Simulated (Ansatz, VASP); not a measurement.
# Ca: VASP beside Ansatz

```
CELL_PARAMETERS angstrom
4.09940 0.00000 0.00000
-2.04970 3.55018 0.00000
0.00000 0.00000 6.52000
ATOMIC_POSITIONS crystal
Ca 0.33333 0.66667 0.25000
Ca 0.66667 0.33333 0.75000
```

Change from the starting cell: strain +0.030 along x and y, +0.000 along z, atoms carried along.

Alike in both runs: task single point; functional LDA; k mesh 15 × 15 × 8; occupations gaussian, width 0.15 eV; no spin polarisation.

```csv
,VASP,Ansatz
version,VASP 6.6.1,Ansatz 0.2.0
potentials or method,"VASP PAW LDA potentials, release 64 (Ca_sv)","scalar-relativistic, plane waves, PAW"
plane-wave cutoff (eV),520,420
valence electrons in the cell,20,20
```

```csv
,VASP,Ansatz,Ansatz less VASP
gap on the k mesh at the Fermi level (eV),none,none,-
pressure (GPa),-2.9,-2.9,0.00
largest component of the traceless stress (GPa),0.39,0.39,-0.003
```

A gap of «none» marks a metal or a gap that the smearing closes.
